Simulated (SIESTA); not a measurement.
Runs of SIESTA 5.4.2 on V. The structure is cubic, space group Im-3m (No. 229). Conventional cell: a = 3.029 Å, b = 3.029 Å, c = 3.029 Å, α = 90.00°, β = 90.00°, γ = 90.00°. V (site symmetry m-3m) is surrounded by 8 V at 2.62 Å. 

```csv
task,level,potentials or basis,k mesh,gap on the mesh (eV),pressure (GPa),moment (μB)
single point,BLYP,"PseudoDojo 0.4 standard (PBE files), DZP (energy shift 0.003 Ry; two zetas on semicore shells)",12 × 12 × 12,none,-0.1,0.00
single point,PBE,"PseudoDojo 0.4 standard (PBE files), DZP (energy shift 0.003 Ry; two zetas on semicore shells)",12 × 12 × 12,none,-5.1,0.00
single point,PW91,"PseudoDojo 0.4 standard (PBE files), DZP (energy shift 0.003 Ry; two zetas on semicore shells)",12 × 12 × 12,none,(b),0.00
single point,RPBE,"PseudoDojo 0.4 standard (PBE files), DZP (energy shift 0.003 Ry; two zetas on semicore shells)",12 × 12 × 12,none,-1.1,0.00
single point,WC,"PseudoDojo 0.4 standard (PBEsol files), DZP (energy shift 0.003 Ry; two zetas on semicore shells)",12 × 12 × 12,none,-11.3,0.00
band structure,PBE,"PseudoDojo 0.4 standard (PBE files), SZP (energy shift 0.003 Ry)",12 × 12 × 12,none,0.4,0.00
single point,revPBE,"PseudoDojo 0.4 standard (PBE files), DZP (energy shift 0.003 Ry; two zetas on semicore shells)",12 × 12 × 12,none,(a),0.00
```

Alike in all rows: spin collinear, ferromagnetic start; cell as given; smearing fermi-dirac 0.05 eV; grid cutoff 800 Ry; energy shift 0.003 Ry.

Problem. Fill in the values left out.

Solution. (a) -2.2; (b) -5.7.

Caveats: the basis of atomic orbitals isn't converged, which shifts pressures, moduli and gaps; the potentials were made for another functional, which shifts forces and pressure (some runs).

A gap of «none» marks a metal or a gap under the smearing width.
